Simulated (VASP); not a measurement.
A run of VASP 6.6.1 is set up as follows.

Contents of INCAR:

```
SYSTEM = Si
PREC = Accurate ; ENCUT = 600
EDIFF = 1E-6 ; ISMEAR = -1
SIGMA = 0.05 ; LREAL = .False.
LASPH = .True. ; NELM = 60
ALGO = Normal ; ISIF = 3
LWAVE = .False. ; LCHARG = .False.
GGA = B5 ; ALDAX = 1.0
AGGAX = 1.0 ; AGGAC = 1.0
ALDAC = 0.0 ; IVDW = 11
VDW_S6 = 1.0 ; VDW_S8 = 1.682
VDW_SR = 1.094 ; VDW_SR8 = 1.0
IBRION = 2 ; NSW = 60
EDIFFG = -0.005
```

File KPOINTS:

```
regular mesh
0
Gamma
  12 12 11
  0 0 0
```

File POSCAR:

```
Si
1.0
    2.6205428149      0.0000000000      0.0000000000
   -1.3102714075      2.2694566494      0.0000000000
    0.0000000000      0.0000000000      2.4663543900
Si
1
Direct
    0.0000000000      0.0000000000      0.0000000000
```

Potentials or basis: VASP PAW PBE potentials, release 64 (Si).

Command:

```bash
$ cat potpaw_PBE.64/Si/POTCAR > POTCAR
$ mpirun -np 1 vasp_std > vasp.out
```

Question: Estimate the space group after relaxing (to 0.05 Å).

Answer: P6/mmm (No. 191).

Question: Estimate the relaxed volume.

Answer: 15.68 Å³/atom.

The path:
| step | energy change (eV) | largest force (eV/Å) | pressure (GPa) | volume (Å³) |
| --- | --- | --- | --- | --- |
| 1 | 0.0000 | 0.0000 | 6.49 | 14.67 |
| 2 | -0.0181 | 0.0000 | -1.36 | 15.97 |
| 3 | -0.0198 | 0.0000 | 0.15 | 15.65 |
| 4 | -0.0198 | 0.0000 | 0.26 | 15.63 |
| 5 | -0.0200 | 0.0000 | 0.05 | 15.67 |
| 6 | -0.0200 | 0.0000 | 0.10 | 15.66 |
| 7 | -0.0200 | 0.0000 | 0.10 | 15.66 |
| 8 | -0.0200 | 0.0000 | -0.01 | 15.68 |

Caveat: the PAW data sets were made with another functional, which shifts forces and pressure a little; pairwise dispersion overbinds metals, which lowers pressure and volume.
